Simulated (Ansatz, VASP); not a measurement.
One calculation of Ta, two programs

```
CELL_PARAMETERS angstrom
1.45063 -2.50861 0.00000
1.45063 2.50861 0.00000
0.00000 0.00000 2.73347
ATOMIC_POSITIONS crystal
Ta 0.00000 0.00000 0.00000
```

Alike in both runs: functional PBE; k mesh 8 × 8 × 6; occupations gaussian, width 0.1 eV; no spin polarisation.

Ansatz relaxed the structure, and its values are those at the end. VASP's run is a single point on that final structure, the one shown.

```csv
,VASP,Ansatz
version,VASP 6.6.1,Ansatz 0.2.0
potentials or method,"VASP PAW PBE potentials, release 64 (Ta_pv)","scalar-relativistic, plane waves, PAW"
plane-wave cutoff (eV),520,420
valence electrons in the cell,11,13
```

|  | VASP | Ansatz | Ansatz less VASP |
| --- | --- | --- | --- |
| gap on the k mesh at the Fermi level (eV) | none | none | - |
| pressure (GPa) | 0.1 | 0.0 | -0.08 |

A gap of «none» marks a metal or a gap that the smearing closes. The two sets of potentials don't hold the same shells in valence.

Caveats: the k mesh is coarse (spacing up to 0.38 Å⁻¹), so the values aren't converged. The runs have no spin-orbit coupling, so splittings on Ta are missing.
